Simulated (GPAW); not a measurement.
# GaP: optical spectrum from first principles

Wanted: where GaP starts to absorb, how strongly, and its refractive index.

Calculated with GPAW 26.7.0; DFT, LDA, plane-wave PAW (GPAW data sets), scalar-relativistic, RPA, optical limit.

## Step 1: Set-up

Symmetry: F-43m, No. 216, cubic system. The conventional cell has a = 5.451 Å, b = 5.451 Å, c = 5.451 Å, α = 90.00°, β = 90.00°, γ = 90.00°. Ga has 4 P at 2.36 Å nearest. Nearest to P lie 4 Ga at 2.36 Å. Farther neighbours are not listed.

## Step 2: Ground state

First the ground state: is it a metal or has it a gap?

This step: DFT, LDA, plane-wave PAW (GPAW data sets), scalar-relativistic, ground state (GPAW 26.7.0).

gs.py

```python
from ase import Atoms
from ase.dft.bandgap import bandgap
from gpaw import GPAW, PW, FermiDirac

atoms = Atoms(['Ga', 'P'],
              cell=[[0.000000000000, 2.725250000000, 2.725250000000],
                    [2.725250000000, 0.000000000000, 2.725250000000],
                    [2.725250000000, 2.725250000000, 0.000000000000]],
              scaled_positions=[[0.000000000000, 0.000000000000, 0.000000000000],
                                [0.750000000000, 0.750000000000, 0.750000000000]],
              pbc=[True, True, True])
atoms.calc = GPAW(mode=PW(500), xc='LDA', kpts={'size': (7, 7, 7), 'gamma': True},
                  occupations=FermiDirac(0.05), maxiter=150, txt='gs.txt')
print('energy (eV)', atoms.get_potential_energy())
print('Fermi level (eV)', atoms.calc.get_fermi_level())
print('valence electrons', atoms.calc.get_number_of_electrons())
print('gap (eV)', bandgap(atoms.calc, output=None)[0])
print('direct gap (eV)', bandgap(atoms.calc, direct=True, output=None)[0])
atoms.calc.write('gs.gpw')
```

Command:

```sh
$ OMP_NUM_THREADS=1 python gs.py
```

Numbers of over 12 decimals in the logs are rounded to 6 here.

The program printed:

```text
__  _  _
 | _ |_)|_||  |
 |__||  | ||/\| - 26.7.0

Versions:
  Python: 3.12.14
  ASE:    3.29.0
  Numpy:  2.5.5
  Scipy:  1.18.1
  Libxc:  7.0.0

Input parameters:
  mode=PW(ecut=500.0),
  kpts=MonkhorstPack(size=(7, 7, 7), gamma=True),
  maxiter=150,
  occupations=Occupations(name='fermi-dirac', width=0.05, fixmagmom=False),
  xc=XC(name='LDA')

Diagonalizing LCAO Hamiltonian
Converting LCAO to pw mode

                    P

       Ga

Atoms  # Å, Bohr magnetons
|   | symbol |        x |        y |        z |    initial magnetic moments |
| 0 |     Ga | 0.000000 | 0.000000 | 0.000000 | ( 0.0000,  0.0000,  0.0000) |
| 1 |      P | 4.087875 | 4.087875 | 4.087875 | ( 0.0000,  0.0000,  0.0000) |

Unit cell  # Å
| periodic |        x |        y |        z |  lengths |    angles |
|      yes | 0.000000 | 2.725250 | 2.725250 | 3.854086 | 60.000000 |
|      yes | 2.725250 | 0.000000 | 2.725250 | 3.854086 | 60.000000 |
|      yes | 2.725250 | 2.725250 | 0.000000 | 3.854086 | 60.000000 |

Number of symmetries: 24
Symmetry operations  # r_c * U_cc + t_c -> r_c
|    | kind |            matrix            |
|  0 |  E   |  1, 0, 0,  0, 1, 0,  0, 0, 1 |
|  1 |  σ   |  1, 0, 0,  0, 0, 1,  0, 1, 0 |
|  2 |  σ   |  1, 0,-1,  0, 1,-1,  0, 0,-1 |
|  3 |  C3  |  1, 0,-1,  0, 0,-1,  0, 1,-1 |
|  4 |  C3  |  1,-1, 0,  0,-1, 1,  0,-1, 0 |
|  5 |  σ   |  1,-1, 0,  0,-1, 0,  0,-1, 1 |
|  6 |  σ   |  0, 1, 0,  1, 0, 0,  0, 0, 1 |
|  7 |  C3  |  0, 1, 0,  0, 0, 1,  1, 0, 0 |
|  8 |  C2  |  0, 1,-1,  1, 0,-1,  0, 0,-1 |
|  9 |  S4  |  0, 1,-1,  0, 0,-1,  1, 0,-1 |
| 10 |  C3  |  0, 0, 1,  1, 0, 0,  0, 1, 0 |
| 11 |  σ   |  0, 0, 1,  0, 1, 0,  1, 0, 0 |
| 12 |  S4  |  0, 0,-1,  1, 0,-1,  0, 1,-1 |
| 13 |  C3  |  0, 0,-1,  0, 1,-1,  1, 0,-1 |
| 14 |  S4  |  0,-1, 1,  1,-1, 0,  0,-1, 0 |
| 15 |  C2  |  0,-1, 1,  0,-1, 0,  1,-1, 0 |
| 16 |  C3  |  0,-1, 0,  1,-1, 0,  0,-1, 1 |
| 17 |  S4  |  0,-1, 0,  0,-1, 1,  1,-1, 0 |
| 18 |  S4  | -1, 1, 0, -1, 0, 1, -1, 0, 0 |
| 19 |  C3  | -1, 1, 0, -1, 0, 0, -1, 0, 1 |
| 20 |  C3  | -1, 0, 1, -1, 1, 0, -1, 0, 0 |
| 21 |  S4  | -1, 0, 1, -1, 0, 0, -1, 1, 0 |
| 22 |  σ   | -1, 0, 0, -1, 1, 0, -1, 0, 1 |
| 23 |  C2  | -1, 0, 0, -1, 0, 1, -1, 1, 0 |

BZ-sampling:
  Number of BZ points: 343
  Number of IBZ points: 20

  Monkhorst-Pack size: [7, 7, 7]
  Monkhorst-Pack shift: [0, 0, 0]

K-points  # in reciprocal-cell coordinates
|     |                                coordinates |     weight |
|   0 | (  0.00000000,   0.00000000,   0.00000000) | 0.00291545 |
|   1 | (  0.14285714,   0.14285714,   0.00000000) | 0.01749271 |
|   2 | (  0.14285714,   0.14285714,   0.14285714) | 0.02332362 |
|   3 | (  0.28571429,   0.14285714,   0.14285714) | 0.03498542 |
|   4 | (  0.28571429,   0.28571429,   0.00000000) | 0.01749271 |
|   5 | (  0.28571429,   0.28571429,   0.14285714) | 0.06997085 |
|   6 | (  0.28571429,   0.28571429,   0.28571429) | 0.02332362 |
|   7 | (  0.42857143,  -0.28571429,  -0.28571429) | 0.03498542 |
|   8 | (  0.42857143,   0.28571429,  -0.42857143) | 0.13994169 |
|   9 | (  0.42857143,   0.28571429,  -0.28571429) | 0.06997085 |
| ... |                                            |            |
|  19 | (  0.42857143,   0.42857143,   0.42857143) | 0.02332362 |

Plane wave coefficients: 1040
Cutoff: 500.0 eV

Spin-components: 1 (collinear spins)
Bands:           8
Projectors:      10
Spin-degeneracy: 2
Datatype:        complex128

Parallelization:
  kpt:    1
  domain: 1
  band:   1

Density:
  Valence electrons: 8.0
  Components: 1
  Grid points: [20 20 20]
  Charge: 0.0  # |e|

Potential:
  Grid points: [20 20 20]

species:
  Ga:
    name:    Gallium
    id:
    Z:       31.0
    valence: 3
    core:    28
    charge:  0.0  # [|e|]
    compensation charges:
      type: gauss
      rc: 0.37  # [Å]
      lmax: 2
    cutoffs:
      filter: 2.06  # [Å]
      core: 4.17  # [Å]
    projectors
    | kind |    occ | energy [eV] | rcut [Å] |
    |   4s |  2.000 |      -9.167 |    1.164 |
    |   4p |  1.000 |      -2.734 |    1.164 |
    |    s |        |      18.045 |    1.164 |
    |    p |        |      24.478 |    1.164 |
    |    d |        |       0.000 |    1.164 |

    Using partial waves for Ga as LCAO basis

  P:
    name:    Phosphorus
    id:
    Z:       15.0
    valence: 5
    core:    10
    charge:  0.0  # [|e|]
    compensation charges:
      type: gauss
      rc: 0.30  # [Å]
      lmax: 2
    cutoffs:
      filter: 1.69  # [Å]
      core: 1.81  # [Å]
    projectors
    | kind |    occ | energy [eV] | rcut [Å] |
    |   3s |  2.000 |     -14.015 |    0.953 |
    |   3p |  3.000 |      -5.596 |    0.953 |
    |    s |        |      13.197 |    0.953 |
    |    p |        |      21.615 |    0.953 |
    |    d |        |       0.000 |    0.953 |

    Using partial waves for P as LCAO basis

Reference energy: -62080.661910  # eV

eigensolver:
  PPCG
  Converge bands: occupied
  niter=2

density mixing:
  MSR1-Mixer
  Pratt-step length: 0.05
  Maximum mixing coefficient: 0.75
  Old densities: 10
  SVD Regularization: 0.005
  Good broyden scale: 1.0
  Trust region scale: 1.0
  Backstep threshold: 4.0
  History deletion threshold: 6.0
  Fourier metric: weight=20.0, sigma=0.015

occupation numbers:
  Fermi-Dirac:
    width: 0.0500  # eV

poisson solver:
  ecut: 4000.0  # eV

xc functional:
  name: None

convergence criteria:
- Maximum [total energy] change in last 3 cyles: 0.0005 eV / valence electron
- Maximum integral of absolute [dens]ity change: 0.0001 electrons / valence electron
- Maximum integral of absolute [eigenst]ate change: 4e-08 eV^2 / valence electron
maximum number of iterations: 150

SCF iterations
|iter     |      energy | eigst |  dens |
|iter:   1||  -10.569978 | -0.27 |       |
|iter:   2||  -10.535451 | -2.24 | -0.85 |
|iter:   3||  -10.360049 | -1.80 | -0.88 |
|iter:   4||  -10.356892 | -3.19 | -1.54 |
|iter:   5||  -10.356855c| -4.35 | -2.13 |
|iter:   6||  -10.356880c| -5.73 | -2.74 |
|iter:   7||  -10.356880c| -7.16 | -3.84 |
|iter:   8||  -10.356880c| -7.59c| -4.42c|

Converged in 8 steps
SCF loop duration: 1.893 s (0.237 s/step)
Energy contributions relative to reference atoms: (reference = -62080.661910)

Energy contributions:
  Kinetic:          24.228878
  Coulomb:         -21.440301
  Zero:              0.013201
  External:          0.000000
  Xc:              -13.158659
  Entropy:          -0.000000
  Spinorbit:         0.000000
  ----------------------------
  Free energy:     -10.356880
  Extrapolated:    -10.356880

dipole moment: (-10.875688, -10.875688, -10.875688)  # |e|*Ang

Fermi level: 5.424
Eigenvalues  # (at kpt = [0.000, 0.000, 0.000])
| band index |      eig [eV] | occ [0-2] |
|          0 |        -7.778 |     2.000 |
|          1 |         4.713 |     2.000 |
|          2 |         4.713 |     2.000 |
|          3 |         4.713 |     2.000 |
|          4 |         6.399 |     0.000 |
|          5 |         8.546 |     0.000 |
|          6 |         8.546 |     0.000 |
|          7 |         8.546 |     0.000 |

Gap: 1.461 eV
Transition (v -> c):
  (s=0, k=0, n=3, [0.00, 0.00, 0.00]) -> (s=0, k=16, n=4, [0.43, 0.43, 0.00])
Direct/indirect transitions are different
Direct gap: 1.686 eV
Transition at: (s=0, k=0, n=3, [0.00, 0.00, 0.00])

--- standard output ---
energy (eV) -10.356880
Fermi level (eV) 5.424220
valence electrons 8.0
gap (eV) 1.460947
direct gap (eV) 1.686403
```

It took 3.6 s on 1 thread of Arm Neoverse V1, shared host; peak memory 0.12 GiB.

Numbers from this step:

* energy: -10.36 eV
* Fermi energy: 5.424 eV
* gap on the k-mesh: 1.461 eV
* direct gap on the mesh: 1.686 eV
* electrons: 8

There is a gap, 1.46 eV on this mesh (points off the mesh can give less), so no carriers' term is needed.

## Step 3: Bands for the response

At the fixed density, many empty bands are solved on the mesh of the response, since the spectrum sums over them.

This step: DFT, LDA, plane-wave PAW (GPAW data sets), scalar-relativistic, bands at fixed density (GPAW 26.7.0).

nscf.py

```python
from ase.dft.bandgap import bandgap
from gpaw import GPAW, FermiDirac

calc = GPAW('gs.gpw').fixed_density(kpts={'size': (16, 16, 16), 'gamma': True}, nbands=32, convergence={'bands': 26},
                                    occupations=FermiDirac(0.001), txt='nscf.txt')
print('gap (eV)', bandgap(calc, output=None)[0])
print('direct gap (eV)', bandgap(calc, direct=True, output=None)[0])
print('top band over the Fermi level (eV)', min(calc.get_eigenvalues(kpt=k)[25] for k in range(len(calc.get_ibz_k_points()))) - calc.get_fermi_level())
calc.write('full.gpw', mode='all')
```

Command:

```sh
$ OMP_NUM_THREADS=1 python nscf.py
```

The program printed:

```text
Diagonalizing LCAO Hamiltonian
Converting LCAO to pw mode
convergence criteria:
- Maximum integral of absolute [eigenst]ate change: 4e-08 eV^2 / valence electron
maximum number of iterations: 150

SCF iterations
|iter     |      energy | eigst |  dens |
|iter:   1||             | +3.43 |       |
|iter:   2||             | +1.63 |       |
|iter:   3||             | -0.68 |       |
|iter:   4||             | -2.23 |       |
|iter:   5||             | -3.96 |       |
|iter:   6||             | -5.34 |       |
|iter:   7||             | -6.81 |       |
|iter:   8||             | -7.67c|       |
SCF steps: 8
  __  _  _
 | _ |_)|_||  |
 |__||  | ||/\| - 26.7.0

Versions:
  Python: 3.12.14
  ASE:    3.29.0
  Numpy:  2.5.5
  Scipy:  1.18.1
  Libxc:  7.0.0

Input parameters:
  mode=PW(ecut=500.0),
  convergence={'bands': 26},
  gpts=array([20, 20, 20]),
  kpts=MonkhorstPack(size=(16, 16, 16), gamma=True),
  maxiter=150,
  nbands=32,
  occupations=Occupations(name='fermi-dirac', width=0.001, fixmagmom=False),
  parallel={},
  xc=XC(name='LDA')

--- standard output ---
gap (eV) 1.462266
direct gap (eV) 1.686403
top band over the Fermi level (eV) 27.683574
```

Wall time 53 s (1 thread); peak memory 0.24 GiB.

Read-outs, printed or worked out from the files:

- gap on the k-mesh: 1.462 eV

## Step 4: Dielectric function, RPA

Transitions between filled and empty bands, summed over the zone, give the optical response, so mesh, band count and broadening shape it.

The induced potential is part of this response.

This step: DFT, LDA, plane-wave PAW (GPAW data sets), scalar-relativistic, RPA, optical limit (GPAW 26.7.0).

df.py

```python
from gpaw.response.df import DielectricFunction

df = DielectricFunction('full.gpw', frequencies={'type': 'nonlinear', 'domega0': 0.03, 'omega2': 8},
                        ecut=50,
                        eta=0.1,
                        nbands=26,
                        txt='df.txt')
for direction in ['x']:
    df.get_dielectric_function(xc='RPA', direction=direction, filename=f'df_{direction}.csv')
```

Command:

```sh
$ OMP_NUM_THREADS=1 python df.py
```

The program printed:

```text
Using integrator: PointIntegrator
NonLinearFrequencyDescriptor(from 0.000 to 44.848 eV, 451 points)
Nonperiodic BCs:  [False False False]
Using integrator: PointIntegrator
NonLinearFrequencyDescriptor(from 0.000 to 44.848 eV, 451 points)
Nonperiodic BCs:  [False False False]

Calculating chi0 body with:
    Ground state adapter containing:
    Number of spins: 1
    Number of kpoints: 4096
    Number of irreducible kpoints: 145
    Number of completely occupied states: 4
    Number of partially occupied states: 4

    Linear response parametrization:
    q_c: [0.0, 0.0, 0.0]
    Number of frequency points: 451
    Planewave cutoff: 50.0
    Number of bands: 26
    Number of planewaves: 27
    Broadening (eta): 0.1

Integrating chi0 body.

Symmetries of q_c:
    Direct symmetries (Uq -> q): 24
    Indirect symmetries (TUq -> q): 24
In total 48 allowed symmetries.

145 groups of equivalent kpoints. 96.4599609375% reduction.

Integral kind: spectral function

Calculating chi0 optical extensions with:
    Ground state adapter containing:
    Number of spins: 1
    Number of kpoints: 4096
    Number of irreducible kpoints: 145
    Number of completely occupied states: 4
    Number of partially occupied states: 4

    Linear response parametrization:
    Number of frequency points: 451
    Planewave cutoff: 50.0
    Number of bands: 26
    Number of planewaves: 27
    Broadening (eta): 0.1
Integrating chi0 head and wings.

Symmetries of q_c:
    Direct symmetries (Uq -> q): 24
    Indirect symmetries (TUq -> q): 24
In total 48 allowed symmetries.

145 groups of equivalent kpoints. 96.4599609375% reduction.

Integral kind: spectral function wings
```

The job ended after 6.8 s (1 thread; peak memory 0.22 GiB).

Numbers from this step:

```
electronic dielectric constant ε∞, mean over x, y and z (by symmetry where fewer were run) : 10.24
main peak of Im epsilon, first axis                                                        : 4.380 eV
centre of weight of the strongest loss peak in the window                                  : 17.13 eV
```

Some rows of df_x.csv (energy; Re and Im without local fields; Re and Im with them):

```text
0.000000, 11.195082, 0.000000, 10.239983, 0.000000
0.555532, 11.408204, 0.079475, 10.434578, 0.072650
1.143969, 12.207148, 0.209178, 11.167991, 0.193129
1.768324, 13.902598, 0.822535, 12.701419, 0.796231
2.431988, 18.858213, 3.837198, 17.227201, 3.657590
3.138794, 15.876147, 11.197210, 13.919102, 10.525520
3.893091, 15.110346, 15.760350, 11.994063, 12.645622
4.699832, -0.725823, 23.482050, 1.157522, 19.877339
5.564682, -1.319959, 11.178330, -1.076541, 8.592544
6.494155, -6.513205, 5.130122, -5.634706, 5.214263
7.495775, -4.611075, 3.646659, -3.788979, 3.814787
8.578281, -2.815298, 2.674325, -2.053879, 2.451308
9.751884, -1.992813, 1.586404, -1.521383, 1.581568
11.028587, -1.549248, 0.881341, -1.290666, 1.055877
12.422601, -0.991794, 0.534591, -0.832147, 0.652003
13.950874, -0.562852, 0.353495, -0.405979, 0.476596
15.633783, -0.197324, 0.219075, -0.101435, 0.292001
17.496047, 0.025169, 0.156034, 0.115973, 0.299779
19.567954, 0.262889, 0.075557, 0.249388, 0.145591
```

The Im ε, E ∥ x has structure finer than the step of the table below, so its rows give means over 0.5 eV, whole bins alone (the curve runs from 0 to 19.9 eV). Peaks (eV: height): 4.38: 28.6, 4.79: 22.8, 5.82: 11.4.

Values under the direct gap are tails of Lorentzian lines. The Im ε, E ∥ x by photon energy; means over each step:

| photon energy (eV) | Im ε, E ∥ x |
| --- | --- |
| 0.5 | 0.0655 |
| 1.0 | 0.158 |
| 1.5 | 0.494 |
| 2.0 | 1.43 |
| 2.5 | 5.20 |
| 3.0 | 10.4 |
| 3.5 | 12.3 |
| 4.0 | 14.7 |
| 4.5 | 22.5 |
| 5.0 | 14.1 |
| 5.5 | 8.72 |
| 6.0 | 9.69 |
| 6.5 | 5.55 |
| 7.0 | 4.34 |
| 7.5 | 3.71 |
| 8.0 | 2.26 |
| 8.5 | 2.40 |
| 9.0 | 2.18 |
| 9.5 | 1.67 |
| 10.0 | 1.65 |
| 10.5 | 1.31 |
| 11.0 | 1.12 |
| 11.5 | 0.917 |
| 12.0 | 0.773 |
| 12.5 | 0.658 |
| 13.0 | 0.582 |
| 13.5 | 0.495 |
| 14.0 | 0.464 |
| 14.5 | 0.405 |
| 15.0 | 0.373 |
| 15.5 | 0.326 |
| 16.0 | 0.302 |
| 16.5 | 0.311 |
| 17.0 | 0.287 |
| 17.5 | 0.294 |
| 18.0 | 0.260 |
| 18.5 | 0.239 |
| 19.0 | 0.188 |
| 19.5 | 0.155 |

Table of Re ε, E ∥ x by photon energy:

photon energy (eV), Re ε, E ∥ x and a bar from the least value:
```
      0.0       10.2 #####################
      0.5       10.4 ######################
      1.0       10.9 ######################
      1.5       12.1 ########################
      2.0       14.2 ##########################
      2.5       17.6 ##############################
      3.0       13.6 #########################
      3.5       12.3 ########################
      4.0       12.6 ########################
      4.5       -2.7 #######
      5.0       -8.4 
      5.5       -1.8 ########
      6.0       -5.5 ###
      6.5       -5.6 ###
      7.0       -3.3 ######
      7.5       -3.8 #####
      8.0       -2.9 ######
      8.5       -2.0 #######
      9.0       -1.9 #######
      9.5       -1.9 #######
     10.0       -1.5 ########
     10.5       -1.6 ########
     11.0       -1.3 ########
     11.5       -1.1 ########
     12.0       -1.0 #########
     12.5       -0.8 #########
     13.0       -0.6 #########
     13.5       -0.5 #########
     14.0       -0.4 #########
     14.5       -0.3 #########
     15.0       -0.2 #########
     15.5       -0.1 ##########
     16.0        0.0 ##########
     16.5        0.0 ##########
     17.0        0.1 ##########
     17.5        0.1 ##########
     18.0        0.1 ##########
     18.5        0.2 ##########
     19.0        0.2 ##########
     19.5        0.2 ##########
```

The reflectivity at normal incidence, E ∥ x has structure finer than the step of the table below, so its rows give means over 1 eV, whole bins alone (the curve runs from 0 to 19.9 eV). Peaks (eV: height): 4.5: 58.4, 4.9: 64.0, 6.5: 62.2, 7.9: 62.0, 9.5: 53.4, 10.5: 53.7.

Table of reflectivity at normal incidence, E ∥ x by photon energy; means over each step:

| photon energy (eV) | reflectivity at normal incidence, E ∥ x (%) |
| --- | --- |
| 1 | 28.8 |
| 2 | 33.8 |
| 3 | 40.2 |
| 4 | 45.8 |
| 5 | 56.0 |
| 6 | 53.6 |
| 7 | 54.8 |
| 8 | 55.2 |
| 9 | 49.4 |
| 10 | 48.1 |
| 11 | 50.4 |
| 12 | 49.8 |
| 13 | 47.4 |
| 14 | 42.0 |
| 15 | 36.6 |
| 16 | 28.0 |
| 17 | 19.8 |
| 18 | 16.5 |
| 19 | 13.7 |

Refractive index n and extinction k against photon energy:

| photon energy (eV) | n | k |
| --- | --- | --- |
| 0 | 3.2 | 0 |
| 1 | 3.30 | 0.0233 |
| 2 | 3.78 | 0.168 |
| 3 | 3.91 | 1.31 |
| 4 | 3.98 | 1.79 |
| 5 | 1.80 | 3.41 |
| 6 | 1.69 | 2.90 |
| 7 | 1.01 | 2.08 |
| 8 | 0.571 | 1.78 |
| 9 | 0.737 | 1.57 |
| 10 | 0.631 | 1.36 |
| 11 | 0.436 | 1.23 |
| 12 | 0.349 | 1.05 |
| 13 | 0.350 | 0.878 |
| 14 | 0.328 | 0.712 |
| 15 | 0.333 | 0.549 |
| 16 | 0.367 | 0.410 |
| 17 | 0.420 | 0.331 |
| 18 | 0.465 | 0.282 |
| 19 | 0.470 | 0.189 |

Values under the direct gap are tails of Lorentzian lines. The loss function −Im 1/ε at q → 0, E ∥ x by energy loss; read off at these points:

| energy loss (eV) | loss function −Im 1/ε at q → 0, E ∥ x |
| --- | --- |
| 0.00 | 0 |
| 0.50 | 6.0e-4 |
| 1.00 | 0.00129 |
| 1.50 | 0.00280 |
| 2.00 | 0.00619 |
| 2.50 | 0.0139 |
| 3.00 | 0.0354 |
| 3.50 | 0.0406 |
| 4.00 | 0.0393 |
| 4.50 | 0.0452 |
| 5.00 | 0.0557 |
| 5.50 | 0.121 |
| 6.00 | 0.0774 |
| 6.50 | 0.0892 |
| 7.00 | 0.148 |
| 7.50 | 0.132 |
| 8.00 | 0.166 |
| 8.50 | 0.241 |
| 9.00 | 0.255 |
| 9.50 | 0.255 |
| 10.00 | 0.338 |
| 10.50 | 0.301 |
| 11.00 | 0.371 |
| 11.50 | 0.449 |
| 12.00 | 0.488 |
| 12.50 | 0.634 |
| 13.00 | 0.770 |
| 13.50 | 1.05 |
| 14.00 | 1.24 |
| 14.50 | 1.57 |
| 15.00 | 2.15 |
| 15.50 | 2.58 |
| 16.00 | 3.28 |
| 16.13 | 3.38 |
| 16.50 | 3.24 |
| 17.00 | 3.40 |
| 17.50 | 2.90 |
| 18.00 | 3.00 |
| 18.50 | 2.74 |
| 18.85 | 3.08 |
| 19.00 | 2.70 |
| 19.50 | 1.90 |

Optical constants at common wavelengths, from n + ik = √ε:

| wavelength (nm) | n | k | R (%) | 1/α |
| --- | --- | --- | --- | --- |
| 1550 | 3.26 | 0.017 | 28.2 | 7.1 µm |
| 633 | 3.73 | 0.139 | 33.4 | 363 nm |
| 532 | 4.02 | 0.282 | 36.4 | 150 nm |
| 450 | 4.14 | 1.186 | 40.5 | 30 nm |
| 365 | 3.80 | 1.495 | 39.9 | 19 nm |
| 308 | 4.00 | 1.834 | 43.6 | 13 nm |
| 248 | 1.81 | 3.413 | 63.0 | 5.8 nm |

Below the direct gap, k and the depth come from the tails of the Lorentzian lines, not from transitions.

Rows near the edge hang on the gap, which this functional as a rule makes too small, and phonon-assisted absorption is left out.

## Step 5: Summary of results

```yaml
electronic_dielectric_constant_eps_infinity_mean_over_x_y_and_z_by_symmetry_where_fewer_were_run_rpa: 10.2
main_peak_of_im_epsilon_first_axis: 4.38 eV
centre_of_weight_of_the_strongest_loss_peak_in_the_window_first_axis: 17.1 eV
```

In words: At this level (LDA, RPA) GaP has ε∞ = 10.2 and n = 3.26 at 1550 nm, and Im ε peaks at 4.4 eV. On the mesh the gap is 1.46 eV and the least direct gap 1.69 eV, so on this mesh the band edges lie at different points. Local fields change the static value along x from 11.20 to 10.24 (-9 %). Distinct maxima of Im ε, read by a parabola through the highest points, lie at 4.38 eV (29), 4.78 eV (23) and 5.82 eV (11). Excitons and phonon-assisted transitions are missing; LDA gaps are as a rule too small, which pulls the onset down and ε∞ up. The sum runs over mesh points, so small or evenly spaced maxima can still be ripples of the mesh.

[Machine, clock and banner lines and Python warnings are left out of the logs.]

[Logs are printed without paths, hosts, clocks, repeated set-up lines and the standing remarks that a program may print on its own settings, such as how far it seeks lower states.]

[Hosts, paths, dates, database ids (printed as entryN), source tags and the programs' standing remarks are cut or masked in the printed files.]
